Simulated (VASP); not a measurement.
**CdSe (strained NiAs): one PBE single-point calculation in two programs**

```
CELL_PARAMETERS angstrom
4.01935 0.00000 0.00000
-2.00968 3.48086 0.00000
0.00000 0.00000 6.38306
ATOMIC_POSITIONS crystal
Cd 0.00000 0.00000 0.00000
Cd 0.00000 0.00000 0.50000
Se 0.33333 0.66667 0.25000
Se 0.66667 0.33333 0.75000
```

The two codes use different PAW datasets and cutoffs. VASP's cell holds 36 valence electrons and Ansatz's 72. Ansatz's stress includes a Pulay correction; VASP's doesn't.

Cutoffs: 520 eV in VASP, 420 eV in Ansatz. k meshes: 12×12×4 and 12×12×4.

```csv
,VASP,Ansatz
gap between bands v and c,0.08 eV,0.09 eV
least direct gap,0.17 eV,0.18 eV
pressure,5.6 GPa,5.1 GPa
```

Band v is the last that the valence electrons fill when counted band by band, and c is the next. Levels in eV from the top of v, Ansatz:

```csv
point,v−1,v,c,c+1
Γ,-0.09,-0.09,0.09,2.62
M,-1.69,-0.01,2.36,3.16
K,-2.07,-2.07,0.45,5.08
A,-0.43,-0.43,2.56,2.56
L,-1.35,-1.35,1.80,1.80
H,-0.20,-0.20,3.41,3.41
```

VASP:

| point | v−1 | v | c | c+1 |
| --- | --- | --- | --- | --- |
| Γ | -0.09 | -0.09 | 0.08 | 2.63 |
| M | -1.70 | -0.01 | 2.36 | 3.15 |
| K | -2.07 | -2.07 | 0.44 | 5.08 |
| A | -0.43 | -0.43 | 2.56 | 2.56 |
| L | -1.35 | -1.35 | 1.80 | 1.80 |
| H | -0.19 | -0.19 | 3.41 | 3.41 |
